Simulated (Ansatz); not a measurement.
**TiSi2 under changes of volume**

One of the cells (14.162 Å³/atom); the others are scaled copies at fixed shape and fractional positions:

```xyz
3
Lattice="-1.4729 1.7121 4.2121 1.4729 -1.7121 4.2121 1.4729 1.7121 -4.2121" Properties=species:S:1:pos:R:3 pbc="T T T"
Ti    0.0000    0.0000    0.0000
Si    0.0000    0.0000    5.6448
Si    0.0000    0.0000    2.7793
```

The cell comes from a database or a generator and needn't be the stable form of this composition.

```yaml
Program: Ansatz 0.2.0
Functional: LDA
Potentials_or_basis: all-electron LAPW, scalar-relativistic
Cutoff: 202 eV (chosen from the basis error)
Basis_error_allowed: 0.002 eV/atom
k_mesh: 12 × 12 × 12
Occupations: fermi-dirac, width 0.05 eV
Spin: no spin polarisation
```

```tsv
volume (Å³/atom)	energy over the lowest point (meV/atom)	pressure (GPa)	largest force (eV/Å)
13.313	1.19	2.4	0.069
13.596	0.00	-0.9	0.085
13.879	4.37	-3.9	0.100
14.162	13.72	-6.6	0.115
14.446	?	?	?
14.729	45.27	-11.1	0.143
15.012	66.61	-13.0	0.157
```

What does the run at 14.446 Å³/atom give?

Energy over the lowest point 27.53 meV/atom; pressure -8.9 GPa; largest force 0.129 eV/Å.

Worked out: A Birch-Murnaghan fit of order 3 (a polynomial in V^(-2/3)) to the other rows has its minimum at 13.51 Å³/atom with B0 = V·E''(V) = 155 GPa and B' = 4.3 at fixed shape and positions, which overstates the stiffness. It gives 27.53 meV/atom at 14.446 Å³/atom, against the run's 27.53, and -dE/dV = -9.0 GPa, against -8.9.

Energies are extrapolated to zero smearing.
